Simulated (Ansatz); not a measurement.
# HfO2: one atom moved over a plane

Aim: for HfO2, map the energy of atom 1 (Hf) over a plane.

Computed with Ansatz 0.2.0 (DFT PBE, scalar-relativistic, plane waves, PAW, unless a step's input says otherwise).

2 further runs of the same task are left out: 2 set aside as unsound or not needed. Runs told in other sessions of the task aren't counted.

## (1) The system as given

Symmetry: P4_2/nmc, No. 137, tetragonal system. The conventional cell has a = 3.604 Å, b = 3.604 Å, c = 5.264 Å, α = 90.00°, β = 90.00°, γ = 90.00°. Hf (site symmetry -4m2) has 4 O at 2.07 Å in its first shell of neighbours. O (site symmetry 2mm) has 2 Hf at 2.07 Å in its first shell of neighbours.

As a file:

```xyz
6
Lattice="3.6043 0.0000 0.0000 0.0000 3.6043 0.0000 0.0000 0.0000 5.2640" Properties=species:S:1:pos:R:3 pbc="T T T"
Hf    1.8022    1.8022    2.6320
Hf    0.0000    0.0000    0.0000
O     0.0000    1.8022    3.6493
O     1.8022    0.0000    4.2467
O     1.8022    0.0000    1.6147
O     0.0000    1.8022    1.0173
```

It goes back to an entry of the Materials Project, which need not be the stable form.

This cell was relaxed beforehand with the same method: volume 11.40 Å³/atom, gap on the mesh 4.67 eV.

## (2) The reference cell

Reference values: F = -33723.0398 eV; pressure 0.02 GPa; largest force 0.000 eV/Å; gap on the mesh 4.67 eV. It was computed beforehand with the settings of the runs below.

## (3) Setting up one atom moved over a plane

Atom 1 (Hf) is moved by p along (0.000, 1.000, 0.000) and q along (0.000, 0.000, 1.000) (Å), all else fixed; its images in the other cells move with it. Points alike by symmetry are run once.

## (4) At p = -0.450, q = -0.450

input.yaml

```yaml
crystal:
  lattice:
    - [3.6043048131, 0.0, 0.0]
    - [0.0, 3.6043048131, 0.0]
    - [0.0, 0.0, 5.2639671549]
  atoms:
    - { symbol: Hf, position: [0.5, 0.3751492942, 0.4145131444] }
    - { symbol: Hf, position: [0.0, 0.0, 0.0] }
    - { symbol: O, position: [0.0, 0.5, 0.6932521152] }
    - { symbol: O, position: [0.5, 0.0, 0.8067478848] }
    - { symbol: O, position: [0.5, 0.0, 0.3067478848] }
    - { symbol: O, position: [0.0, 0.5, 0.1932521152] }
basis:
  ecutwfc: 420
kpoints:
  mp_grid: { grid: [6, 6, 4] }
hamiltonian:
  xc: pbe
scf:
  occupations: { method: gaussian, width: 0.05 }
output:
  forces: true
  stress: true
  eigenvalues: true
```

On the command line:

```console
$ ansatz run input.yaml --threads 2 --pin off --max-ram 5120MiB --backend cpu --events-out ev --progress --plain --runs-dir out
```

Further runs follow: p = -0.450, q = 0.000; point p = -0.450, q = 0.450; p = 0.000, q = -0.450; point p = -0.450, q = -0.225; point p = -0.450, q = 0.225; At p = -0.225, q = -0.450; point p = -0.225, q = 0.000; point p = -0.225, q = 0.450; point p = 0.000, q = -0.225; p = -0.225, q = -0.225; At p = -0.225, q = 0.225.

Q: Predict the outcome of this session. Wanted: highest point; lowest point away from the origin.

**Answer**, as computed:

| quantity | value |
| --- | --- |
| highest point | 7.662 eV/cell at (p, q) = (-0.450, -0.450) |
| lowest point away from the origin | 0.282 eV/cell at (-0.225, 0.000) |

What this shows: The undisturbed cell is the lowest computed point. Read as harmonic, the points at ±0.225 Å give force constants of 11.15 eV/Å² along p and 22.62 eV/Å² along q: the atom moves more easily along p. The gap on the mesh runs from 2.55 to 4.71 eV over the map. These runs have no spin-orbit coupling; with Hf it would split and shift bands. Where forces pass 15 eV/Å atoms stand far too close, the PAW spheres overlap strongly and those numbers are rough.
